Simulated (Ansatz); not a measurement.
Input of an Ansatz 0.2.0 run:

input

```
crystal:
  lattice:
    - [-1.9111067713, 1.9111067713, 4.2806687947]
    - [1.9111067713, -1.9111067713, 4.2806687947]
    - [1.9111067713, 1.9111067713, -4.2806687947]
  atoms:
    - { symbol: Ti, position: [0.0, 0.0, 0.0] }
    - { symbol: Al, position: [0.25, 0.75, 0.5] }
    - { symbol: Al, position: [0.75, 0.25, 0.5] }
    - { symbol: Al, position: [0.5, 0.5, 0.0] }
hamiltonian:
  xc: hse06
  pseudopotentials: { kind: paw }
kpoints:
  mp_grid: { grid: [5, 5, 5] }
  band_path:
    path:
      - [[0.0, 0.0, 0.0], [0.0, 0.0, 0.5], [-0.0996590294, 0.0996590294, 0.5], [-0.2998295147, 0.2998295147, 0.2998295147], [0.0, 0.0, 0.0], [0.5, 0.5, -0.5], [0.2998295147, 0.7001704853, -0.2998295147], [0.0, 0.5, 0.0], [0.25, 0.25, 0.25], [0.5, 0.5, -0.0996590294], [0.5, 0.5, -0.5]]
      - [[0.0, 0.0, 0.5], [0.25, 0.25, 0.25]]
    npoints: 4
scf:
  occupations: { method: fermi_dirac, width: 0.05 }
  n_extra_bands: 10
output:
  forces: true
  stress: true
  eigenvalues: true
  fatbands: false
  write_density: true
  write_potential: true
  elf: true
  volumetric_format: npy
```

Problem. What does it give for the pressure?

Solution. 0.2 GPa.

Problem. Predict the band gap on the k mesh.

Solution. None (metal or under the smearing width).

Levels at the corners of the path, in eV from the Fermi level:
```
point  band 7  band 8  band 9  band 10  band 11  band 12  band 13  band 14  band 15  band 16
    Γ   -3.11   -1.53   -1.44    -1.44     1.00     1.94     1.94     2.48     2.92     4.55
    X   -5.02   -4.33   -3.31    -2.63    -1.19     2.35     2.85     3.02     3.39     3.65
    Y   -5.70   -4.29   -2.53    -1.71    -1.03     2.44     2.48     2.62     3.91     4.23
    S   -6.48   -1.38   -0.91    -0.77     0.88     2.25     2.46     3.65     3.69     4.64
    Γ   -3.11   -1.53   -1.44    -1.44     1.00     1.94     1.94     2.48     2.92     4.55
    Z   -2.20   -1.14   -1.14    -0.34     1.06     1.06     1.17     3.67     5.77     6.74
   S1   -6.48   -1.38   -0.91    -0.77     0.88     2.25     2.46     3.65     3.69     4.64
    N   -4.21   -3.49   -1.37    -0.33     0.78     2.37     2.60     3.42     3.58     5.09
    P   -5.55   -4.93   -2.22    -2.22    -1.45     1.07     2.35     2.85     3.88     3.88
   Y1   -5.70   -4.29   -2.53    -1.71    -1.03     2.44     2.48     2.62     3.91     4.23
    Z   -2.20   -1.14   -1.14    -0.34     1.06     1.06     1.17     3.67     5.77     6.74
    X   -5.02   -4.33   -3.31    -2.63    -1.19     2.35     2.85     3.02     3.39     3.65
    P   -5.55   -4.93   -2.22    -2.22    -1.45     1.07     2.35     2.85     3.88     3.88
```

Caveat: the k mesh is coarse (spacing up to 0.46 Å⁻¹), so the values aren't converged, least of all with exact exchange; the PAW data sets come from PBE, with cores solved anew for the run's functional, which leaves a small shift of forces and pressure; the thresholds are loose for stress.
